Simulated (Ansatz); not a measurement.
BaHfO3 in the cubic perovskite structure, relaxed with r2SCAN in Ansatz 0.2.0: it is cubic, Pm-3m (No. 221); conventional cell a = 4.177 Å, 14.58 Å³ an atom. Ba has 12 O at 2.95 Å; Hf has 6 O at 2.09 Å; O has 2 Hf at 2.09 Å and 4 Ba at 2.95 Å. It was then strained (epitaxial in the xy plane), atoms relaxed again within the symmetry left. Unstrained, HSE06 gives 5.177 eV (R → Γ, 4×4×4 mesh), and the band edges keep their places in every row. The normal direction was relaxed to zero stress. Only one sign of strain is shown, since it lowers the symmetry, and equivalent edge states can then move with another slope on the other side. Stress is positive in compression. (Simulation; spin polarisation is off.)

Axes as in this cell:
```
Ba Hf O
1.0
     4.17706    0.00000    0.00000
     0.00000    4.17706    0.00000
     0.00000    0.00000    4.17706
Ba Hf O
1 1 3
Cartesian
  0.0000 0.0000 0.0000
  2.0885 2.0885 2.0885
  2.0885 2.0885 0.0000
  2.0885 0.0000 2.0885
  0.0000 2.0885 2.0885
```

```csv
strain (%),ε,"ΔE_g, HSE06 (eV)","Δσ_xx, r2SCAN (GPa)","Δ(mean ε∞, r2SCAN)"
-4.0,-0.0400,-0.068,+19.15,+0.03
-3.0,-0.0300,-0.047,+13.56,+0.02
-1.0,-0.0100,-0.013,+4.04,0.00
```

Question: Fit ΔE_g = a x + b x² to these rows by least squares, with x = ε.

Answer: The normal equations take Σx² = 2.600e-03, Σx³ = -9.200e-05, Σx⁴ = 3.380e-06, ΣxΔE = 4.260e-03 and Σx²ΔE = -1.524e-04, and give a = +1.17 eV, b = -13.3 eV; the largest residual is 0.000 eV.

Question: Fit the change of σ_xx in the same way.

Answer: Δσ_xx = -375.9 x + (2563) x² GPa. The slope, 376 GPa, is the biaxial modulus of the film.

Question: Predict the withheld row at -2.0 % (x = -0.0200).

Answer: ΔE_g ≈ +1.17 × (-0.0200) + (-13.3) × (-0.0200)² = -0.029 eV, and Δσ_xx ≈ +8.54 GPa. The runs give -0.029 eV and +8.55 GPa, off by 0.000 eV and +0.01 GPa.

Question: Fit the last column too (unstrained value 4.34), and predict it for the withheld row.

Answer: Δ = -0.04 x + (18.5) x², which gives +0.01 at x = -0.0200; the run gives +0.01.

The runs are scalar-relativistic, without spin-orbit coupling.

For a response run the program warns that the ground state's bands aren't all converged, so ε∞ carries an extra error.
